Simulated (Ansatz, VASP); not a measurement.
## One calculation of Al, two programs

```
CELL_PARAMETERS angstrom
2.85774 0.00000 0.00000
-1.42887 2.47488 0.00000
0.00000 0.00000 24.00001
ATOMIC_POSITIONS crystal
Al 0.66667 0.33333 0.35417
Al 0.33333 0.66667 0.45139
Al 0.00000 0.00000 0.54719
Al 0.66667 0.33333 0.64463
```

Alike in both runs: functional PBE; k mesh 12 × 12 × 1; occupations gaussian, width 0.1 eV; no spin polarisation.

Ansatz relaxed the structure, and its values are those at the end. VASP's run is a single point on that final structure, the one shown.

```csv
,VASP,Ansatz
version,VASP 6.6.1,Ansatz 0.2.0
potentials or method,"VASP PAW PBE potentials, release 64 (Al)","scalar-relativistic, plane waves, PAW"
plane-wave cutoff (eV),520,420
valence electrons in the cell,12,12
```

Ansatz gave:

```
gap on the k mesh at the Fermi level (eV)  : none
rms of the force components (eV/Å)         : 0.007
work function, face that differs most (eV) : 4.02
```

Problem. Which values does VASP return?

Solution. gap on the k mesh at the Fermi level (eV): none; rms of the force components (eV/Å): 0.007; work function, face that differs most (eV): 3.94.

A gap of «none» marks a metal or a gap that the smearing closes. Ansatz warned: «xc_potential_rough_in_thin_density».
